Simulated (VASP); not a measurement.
# CdS (Greenockite) (P6_3mc) in VASP: further runs, part 2 of 2

VASP 6.6.1. The steps go on from the part before.

### 3 Phonons, LDA

Contents of POSCAR:

```
CdS
1.0
    4.1500000000      0.0000000000      0.0000000000
   -2.0750000000      3.5940054257      0.0000000000
    0.0000000000      0.0000000000      6.7370000000
Cd S
2 2
Direct
    0.6666666667      0.3333333333      0.5000000000
    0.3333333333      0.6666666667      0.0000000000
    0.6666666667      0.3333333333      0.8750000000
    0.3333333333      0.6666666667      0.3750000000
```

Contents of INCAR.step1:

```
PREC = Accurate
ENCUT = 600
EDIFF = 1E-8
ISMEAR = -1
SIGMA = 0.05
LREAL = F
LASPH = T
NELM = 60
ALGO = Normal
ISIF = 3
LWAVE = F
LCHARG = F
IBRION = 2
NSW = 40
EDIFFG = -0.002
```

Contents of INCAR.step2:

```
PREC = Accurate
ENCUT = 600
EDIFF = 1E-8
ISMEAR = -1
SIGMA = 0.05
LREAL = F
LASPH = T
NELM = 60
ALGO = Normal
ISIF = 2
LWAVE = F
LCHARG = F
IBRION = 8
NSW = 1
```

Contents of KPOINTS:

```
regular mesh
0
Gamma
  5 5 3
```

Potentials or basis: VASP PAW LDA potentials, release 64 (Cd, S).

Launch:

```console
> cat potpaw_LDA.64/Cd/POTCAR potpaw_LDA.64/S/POTCAR > POTCAR
> cp INCAR.step1 INCAR
> mpirun -np 1 vasp_std > vasp.out
> cp CONTCAR POSCAR
> cp INCAR.step2 INCAR
> mpirun -np 1 vasp_std > vasp.out
```

OUTCAR:

```text
PREC = Accurate
   ENCUT = 600
   EDIFF = 1E-8
   ISMEAR = -1
   LREAL = F
   LASPH = T
   NELM = 60
   ISIF = 2
   IBRION = 8
   NSW = 1

 ion  position               nearest neighbor table
   1  0.667  0.333  0.500-   4 2.50   4 2.50   4 2.50   3 2.50
   2  0.333  0.667  1.000-   3 2.50   3 2.50   3 2.50   4 2.50
   3  0.667  0.333  0.875-   2 2.50   2 2.50   2 2.50   1 2.50
   4  0.333  0.667  0.375-   1 2.50   1 2.50   1 2.50   2 2.50

  LATTYP: Found a hexagonal cell.
 ALAT       =     4.0845688373
 C/A-ratio  =     1.6292276312

  Lattice vectors:

 A1 = (   4.0845688373,   0.0000000000,   0.0000000000)
 A2 = (  -2.0422844187,   3.5373403766,   0.0000000000)
 A3 = (   0.0000000000,   0.0000000000,   6.6546924113)

Analysis of symmetry for initial positions (statically):
=====================================================================
 Subroutine PRICEL returns:
 Original cell was already a primitive cell.

 Routine SETGRP: Setting up the symmetry group for a
 hexagonal supercell.

 Subroutine GETGRP returns: Found 12 space group operations
 (whereof  6 operations were pure point group operations)
 out of a pool of 24 trial point group operations.

The static configuration has the point symmetry C_3v.
 The point group associated with its full space group is C_6v.

Analysis of symmetry for dynamics (positions and initial velocities):
=====================================================================
 Subroutine PRICEL returns:
 Original cell was already a primitive cell.

 Routine SETGRP: Setting up the symmetry group for a
 hexagonal supercell.

 Subroutine GETGRP returns: Found 12 space group operations
 (whereof  6 operations were pure point group operations)
 out of a pool of 24 trial point group operations.

The dynamic configuration has the point symmetry C_3v.
 The point group associated with its full space group is C_6v.

 Subroutine INISYM returns: Found 12 space group operations
 (whereof  6 operations are pure point group operations),
 and found     1 'primitive' translations

----------------------------------------------------------------------------------------

                                     Primitive cell

  volume of cell :      96.1504

[... 393 lines left out ...]
  external PRESSURE =       0.0472029 kB  Pullay stress =       0.0000000 kB

 VOLUME and BASIS-vectors are now :
 -----------------------------------------------------------------------------
  energy-cutoff  :      600.00
  volume of cell :       96.15
      direct lattice vectors                 reciprocal lattice vectors
     4.084568837  0.000000000  0.000000000     0.244823882  0.141349134  0.000000000
    -2.042284419  3.537340377  0.000000000     0.000000000  0.282698269  0.000000000
     0.000000000  0.000000000  6.654692411     0.000000000  0.000000000  0.150269906

 POSITION                                       TOTAL-FORCE (eV/Angst)
 -----------------------------------------------------------------------------------
      2.04228      1.17911      3.32406        -0.000000      0.000000     -0.000930
     -0.00000      2.35823      6.65141         0.000000     -0.000000     -0.000930
      2.04228      1.17911      5.82614         0.000000      0.000000      0.000930
     -0.00000      2.35823      2.49879        -0.000000      0.000000      0.000930
 -----------------------------------------------------------------------------------
    total drift:                               -0.000000      0.000000      0.000274

  FREE ENERGIE OF THE ION-ELECTRON SYSTEM (eV)
  ---------------------------------------------------
  free  energy   TOTEN  =       -14.8065693520 eV

  energy  without entropy=      -14.8065678417  energy(sigma->0) =      -14.80656860

[... ionic steps 2 to 9 ...]

--------------------------------------- Ionic step       10  -------------------------------------------

------------------------ aborting loop because EDIFF is reached ----------------------------------------

[... ionic steps 11 to 11 ...]

--------------------------------------- Ionic step       12  -------------------------------------------

 Free energy of the ion-electron system (eV)
  ---------------------------------------------------
  ---------------------------------------------------
  free energy    TOTEN  =        -0.12092064 eV

  energy without entropy =       -0.12092064

------------------------ aborting loop because EDIFF is reached ----------------------------------------

 INTERNAL STRAIN TENSOR  FOR ION    3  DIRECTION 3   (eV/Angst):
 -----------------------------------------------------------------------------
     4.33393  0.00000  0.00000
    -0.00000  4.33393  0.00000
     0.00000  0.00000 -8.38344

 INTERNAL STRAIN TENSOR FOR ION    4 for displacements in x,y,z  (eV/Angst):
          X           Y           Z          XY          YZ          ZX
  --------------------------------------------------------------------------------
  x     0.00000     0.00000     0.00000    -7.24152     0.00000     4.54577
  y    -7.24152     7.24152     0.00000     0.00000     4.04105     0.00000
  z     4.33393     4.33393    -8.38344     0.00000     0.00000     0.00000

 SECOND DERIVATIVES (NOT SYMMETRIZED)
 ------------------------------------
               1X          1Y          1Z          2X          2Y          2Z          3X          3Y          3Z          4X          4Y          4Z
  1X    -5.529345   -0.000000    0.000000   -0.106616    0.000000    0.000000    0.035017    0.000000    0.000000    5.600944    0.000000    0.000000
  1Y     0.000000   -5.529345    0.000000   -0.000000   -0.106616    0.000000    0.000000    0.035017    0.000000    0.000000    5.600944    0.000000
  1Z    -0.000000    0.000000   -7.088076    0.000000    0.000000    1.695839   -0.000000    0.000000    4.142180    0.000000   -0.000000    1.250057
  2X    -0.106616    0.000000    0.000000   -5.529345    0.000000    0.000000    5.600944    0.000000    0.000000    0.035017    0.000000    0.000000
  2Y     0.000000   -0.106616    0.000000   -0.000000   -5.529345    0.000000   -0.000000    5.600944    0.000000    0.000000    0.035017    0.000000
  2Z     0.000000    0.000000    1.695839    0.000000   -0.000000   -7.088076    0.000000    0.000000    1.250057    0.000000    0.000000    4.142180
  3X     0.053341    0.000000   -0.000000    5.617382    0.000000   -0.000000   -6.185121    0.000000   -0.000000    0.514398    0.000000    0.000000
  3Y     0.000000    0.053341    0.000000   -0.000000    5.617382    0.000000   -0.000000   -6.185121    0.000000    0.000000    0.514398    0.000000
  3Z     0.000000   -0.000000    4.132622    0.000000    0.000000    1.248638    0.000000    0.000000   -8.119634    0.000000    0.000000    2.738375
  4X     5.617382    0.000000    0.000000    0.053341   -0.000000    0.000000    0.514398    0.000000    0.000000   -6.185121    0.000000    0.000000
  4Y    -0.000000    5.617382    0.000000    0.000000    0.053341   -0.000000    0.000000    0.514398   -0.000000    0.000000   -6.185121    0.000000
  4Z     0.000000   -0.000000    1.248638    0.000000    0.000000    4.132622    0.000000    0.000000    2.738375    0.000000   -0.000000   -8.119634

 Eigenvectors and eigenvalues of the dynamical matrix
 ----------------------------------------------------

   1 f  =    9.211905 THz    57.880104 2PiTHz  307.276065 cm-1    38.097359 meV
             X         Y         Z           dx          dy          dz
      2.042284  1.179113  3.324062     0.000000    0.000000    0.124440
     -0.000000  2.358227  6.651408    -0.000000   -0.000000   -0.124440
      2.042284  1.179113  5.826140     0.000000    0.000000   -0.696071
     -0.000000  2.358227  2.498794    -0.000000   -0.000000    0.696071
[... 71 lines left out ...]
  12 f/i=    0.009499 THz     0.059687 2PiTHz    0.316867 cm-1     0.039287 meV
             X         Y         Z           dx          dy          dz
      2.042284  1.179113  3.324062     0.165512   -0.601799    0.000000
     -0.000000  2.358227  6.651408     0.165512   -0.601799    0.000000
      2.042284  1.179113  5.826140     0.088128   -0.320432    0.000000
     -0.000000  2.358227  2.498794     0.088128   -0.320432    0.000000

--------------------------------------------------------------------------------------------------------

 ELASTIC MODULI CONTR FROM IONIC RELAXATION (kBar)
 Direction    XX          YY          ZZ          XY          YZ          ZX
 --------------------------------------------------------------------------------
 XX        -376.9550    144.8315    224.7296     -0.0000     -0.0000     -0.0000
 YY         144.8315   -376.9550    224.7296     -0.0000      0.0000     -0.0000
 ZZ         224.7296    224.7296   -435.1425      0.0000      0.0000      0.0000
 XY          -0.0000     -0.0000      0.0000   -260.8932      0.0000     -0.0000
 YZ          -0.0000     -0.0000      0.0000      0.0000   -106.0665     -0.0000
 ZX          -0.0000     -0.0000      0.0000      0.0000     -0.0000   -114.3007
 --------------------------------------------------------------------------------
```

Run time: 9.4 min. Hardware: 1 thread of Intel Xeon Platinum 8259CL at 2.50GHz (Skylake/Cascade Lake), shared host; peak memory 0.44 GiB.

What came out:

- Relaxed volume: 24.04 Å³/atom
- Relaxed cell: a = 4.085 Å, b = 4.085 Å, c = 6.655 Å, α = 90.00°, β = 90.00°, γ = 120.00°
- Space group after relaxing (to 0.05 Å): P6_3mc (No. 186)
- Highest phonon frequency at Γ, LO-TO splitting left out: 307 cm⁻¹

Step by step:
| step | energy change (eV) | largest force (eV/Å) | pressure (GPa) | volume (Å³) |
| --- | --- | --- | --- | --- |
| 1 | 0.0000 | 0.0602 | -2.69 | 100.48 |
| 2 | -0.0322 | 0.0018 | 1.24 | 94.48 |
| 3 | -0.0386 | 0.0195 | 0.01 | 96.14 |
| 4 | -0.0386 | 0.0185 | 0.07 | 96.05 |
| 5 | -0.0387 | 0.0008 | -0.03 | 96.20 |
| 6 | -0.0387 | 0.0039 | -0.01 | 96.17 |
| 7 | -0.0387 | 0.0037 | -0.01 | 96.17 |
| 8 | -0.0387 | 0.0020 | 0.00 | 96.16 |
| 9 | -0.0387 | 0.0006 | 0.01 | 96.15 |
| 10 | -0.0387 | 0.0010 | 0.00 | 96.15 |

Final structure:
```yaml
crystal:
  lattice:
    - [4.08457, 0.00000, 0.00000]
    - [-2.04228, 3.53734, 0.00000]
    - [0.00000, 0.00000, 6.65469]
  atoms:
    - { symbol: Cd, position: [0.66667, 0.33333, 0.49951] }
    - { symbol: Cd, position: [0.33333, 0.66667, 0.99951] }
    - { symbol: S, position: [0.66667, 0.33333, 0.87549] }
    - { symbol: S, position: [0.33333, 0.66667, 0.37549] }
```

Phonon frequencies in cm⁻¹ (negative: imaginary):
```
              q point                              frequencies
(0.000, 0.000, 0.000)  0 0 0 40 40 138 242 248 248 261 261 307
```

### 4 Against experiment

Step 2. Against the measured gap of CdS, 2.5809 eV (quoted in “Isotope dependence of band-gap energy”, 2008, arxiv:0807.2152), the calculated 1.06 eV is off by -1.52 eV. So large a miss can be the level of theory's own, or it may mean another phase, state or a wrong row. Spin-orbit coupling on Cd is left out. The value is that of PBEsol, without temperature or zero-point motion. Semilocal functionals fall short of measured gaps as a rule.
